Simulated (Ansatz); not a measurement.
## Zone-centre phonons of SnSe at 1.3 GPa: input and output

Level of theory: DFT LDA, scalar-relativistic, plane waves, PAW in Ansatz.

Launched with:
```bash
ansatz run input.yaml --threads 1 --pin off --max-ram 1228MiB --backend cpu --events-out ev --progress --plain --runs-dir out
```

Input (bare energies are in eV):
```yaml
crystal:
  lattice:
    - [3.5496, 0.0, 0.0]
    - [0.0, 3.5496, 0.0]
    - [0.0, 0.0, 3.5496]
  atoms:
    - { symbol: Sn, position: [0.0, 0.0, 0.0] }
    - { symbol: Se, position: [0.5, 0.5, 0.5] }
basis:
  ecutwfc: 420
kpoints:
  mp_grid: { grid: [12, 12, 12] }
hamiltonian:
  xc: lda
scf:
  occupations: { method: fermi_dirac, width: 0.15 }
output:
  eigenvalues: true
phonons:
  method: dfpt
  eigenvectors: true
```

Results section of the output:
```
--- Phonons (Γ-DFPT): 2 representative perturbations + reference, on 196 of 1728 k-points (Σ response iterations 6) ---
  k mesh reduced under 8 symmetry operations, with k and −k counted as one. Each operation leaves every solved perturbation unchanged. A smaller set is not used because it would not reduce the number of displacements ...
  ASR residual: 9.686e-5 → 0.000e0 eV/Å²; symmetrization residual: 1.235e-5 eV/Å²
  ASR residual per site (eV/Å²): 4.49e-5 9.69e-5
  Γ frequencies (cm⁻¹): -48.43 -48.43 -48.43 0.00 0.00 0.00
  non-analytic LO–TO correction: not included (Born effective charges unavailable; polar crystals: no LO–TO splitting at Γ)
```

Its imaginary modes show that this cell, the ideal cubic caesium chloride prototype, isn't a minimum of the energy. In a metal, frequencies and elastic constants depend on the k mesh and the smearing, soft modes and shear constants most. Spin–orbit coupling is left out, which matters for heavy elements. A semilocal functional can close a gap that the real compound has.

Negative frequencies stand for imaginary ones: the cell is unstable against these modes.